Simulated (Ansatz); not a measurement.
# Sb: the change of energy above lowest point and pressure with volume per atom

Equation of state of a cubic crystal from periodic Kohn-Sham density functional theory without spin; pressure corrected for the finite basis. The results are calculated, by Ansatz 0.2.0 development build.

Cell of the first row (space group Fd-3m, No. 227):
```
Sb
1.0
      0.0000     3.4015     3.4015
      3.4015     0.0000     3.4015
      3.4015     3.4015     0.0000
Sb
2
Direct
  0.00000 0.00000 0.00000
  0.25000 0.25000 0.25000
```

Settings of every row: formula Sb; structure type diamond; functional r2SCAN; spin treatment none; k mesh 9x9x9; occupation method fermi-dirac; occupation width 0.1 eV; wave cutoff 700 eV; datasets hard PAW; density cutoff ratio 4; xc grid level 2.

Limits: a cubic model structure, not a phase known at ambient conditions; pseudopotentials made with PBE, not this functional; the SCF threshold is loose for a stress in some rows.

| row | volume per atom (Å³) | energy above lowest point (meV/atom) | pressure (GPa) |
| --- | --- | --- | --- |
| 1 | 39.355 | 18.12 | 2.39 |
| 2 | 40.639 | 4.26 | 1.101 |
| 3 | 41.922 | 0 | -0.009 |
| 4 | 43.206 | ? | ? |
| 5 | 44.489 | 15.13 | -1.79 |

Question: what energy above lowest point and pressure should row 4 give?

Worked fit of energy above lowest point. Take u = (V_r/V)^(2/3) − 1 with V_r = 41.281 Å³ an atom, which is twice the finite (Eulerian) strain; such expansions in the strain, on which the Birch-Murnaghan equation of state is built, carry the rest volume and the bulk modulus. The shown rows have u = 0.03237, 0.0105, -0.01022, -0.04867. Least squares give energy above lowest point = 1.016 + 201.6 × u + 10099.8 × u² meV/atom; a straight line predicts inner rows, each left out in turn, worse (root mean square 10 against 0.027 meV/atom). The rows lie off it by 0.00, 0.01, -0.01, 0.00. Its lowest point lies at u = -0.0100, or V = 41.91 Å³ an atom, and the curvature there gives the bulk modulus at fixed shape and fractions, B = (4/9)(1 + u)² E″(u)/V = 33.6 GPa. The withheld row has u = -0.02993, so the fit gives 1.016 + 201.6 × (-0.02993) + 10099.8 × (-0.02993)² = 4.03 meV/atom.

The calculation gave 4 meV/atom. The fit lies 0.03 meV/atom (0.17 % of the column's range) above it; its largest miss of a shown row is 0.01 meV/atom.

Worked fit of pressure. Take u = (V_r/V)^(2/3) − 1 with V_r = 41.281 Å³ an atom, which is twice the finite (Eulerian) strain; such expansions in the strain, on which the Birch-Murnaghan equation of state is built, carry the rest volume and the bulk modulus. The shown rows have u = 0.03237, 0.0105, -0.01022, -0.04867. Least squares give pressure = 0.5253 + 53.593 × u + 123.77 × u² GPa; a straight line predicts inner rows, each left out in turn, worse (root mean square 0.13 against 0.0013 GPa). The rows lie off it by 0.000, -0.001, 0.000, 0.000. The pressure vanishes at u = -0.0100, or V = 41.91 Å³ an atom, and there the bulk modulus at fixed shape and fractions is B = −V dP/dV = (2/3)(1 + u) dP/du = 33.7 GPa. The withheld row has u = -0.02993, so the fit gives 0.5253 + 53.593 × (-0.02993) + 123.77 × (-0.02993)² = -0.968 GPa.

The calculation gave -0.966 GPa. The fit lies 0.002 GPa (0.048 % of the column's range) below it; its largest miss of a shown row is 0.001 GPa.
